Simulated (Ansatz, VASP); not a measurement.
AlN in VASP and in Ansatz

INCAR

```
SYSTEM = AlN
ALGO = Normal
EDIFF = 1E-7
ENCUT = 520
ISIF = 2
ISMEAR = -4
LASPH = .True.
LCHARG = .False.
LREAL = .False.
LWAVE = .False.
NBANDS = 11
NELM = 100
PREC = Accurate
SIGMA = 0.05
```

KPOINTS

```
k-points
0
Gamma
  10 10 10
  0 0 0
```

Contents of POSCAR:

```
AlN
1.0
    0.0000000000      2.1839935596      2.1839935596
    2.1839935596      0.0000000000      2.1839935596
    2.1839935596      2.1839935596      0.0000000000
Al N
1 1
Direct
    0.0178274132      0.0178274132     -0.0178274132
    0.7156592394      0.7156592394      0.7843407606
```

Input for Ansatz:

```yaml
crystal:
  lattice:
    - [0.0, 2.1839935596, 2.1839935596]
    - [2.1839935596, 0.0, 2.1839935596]
    - [2.1839935596, 2.1839935596, 0.0]
  atoms:
    - { symbol: Al, position: [0.0178274132, 0.0178274132, -0.0178274132] }
    - { symbol: "N", position: [0.7156592394, 0.7156592394, 0.7843407606] }
basis:
  ecutwfc: 420
  ecutrho_ratio: 6
kpoints:
  mp_grid: { grid: [10, 10, 10] }
hamiltonian:
  xc: lda
scf:
  occupations: { method: tetrahedron_uncorrected }
output:
  forces: true
  eigenvalues: true
  stress: true
```

Measurements of this composition are mostly on another form, of space group No. 186.

Alike in both runs: task single point; functional LDA; k mesh 10 × 10 × 10; no spin polarisation.

```csv
,VASP,Ansatz
version,VASP 6.6.1,Ansatz 0.2.0
potentials or method,"VASP PAW LDA potentials, release 64 (Al, N)","scalar-relativistic, plane waves, PAW"
plane-wave cutoff (eV),520,420
occupations,tetrahedron,tetrahedron-uncorrected
valence electrons in the cell,8,8
```

VASP gave:

- gap on the k mesh at the Fermi level (eV): 2.66
- pressure (GPa): 3.3
- largest component of the traceless stress (GPa): 16.48
- rms of the force components (eV/Å): 1.807

**Question.** What did Ansatz give for the same quantities?

**Answer.** gap on the k mesh at the Fermi level (eV): 2.68; pressure (GPa): 2.6; largest component of the traceless stress (GPa): 15.76; rms of the force components (eV/Å): 1.772.

Atom by atom the forces differ by 0.035 eV/Å (rms over components). Ansatz warned: «band_table_not_solved_further».

Caveats: forces of over 1 eV/Å show positions far from the minimum, so gaps and moduli don't describe the material at rest. A k mesh can miss the band edges.
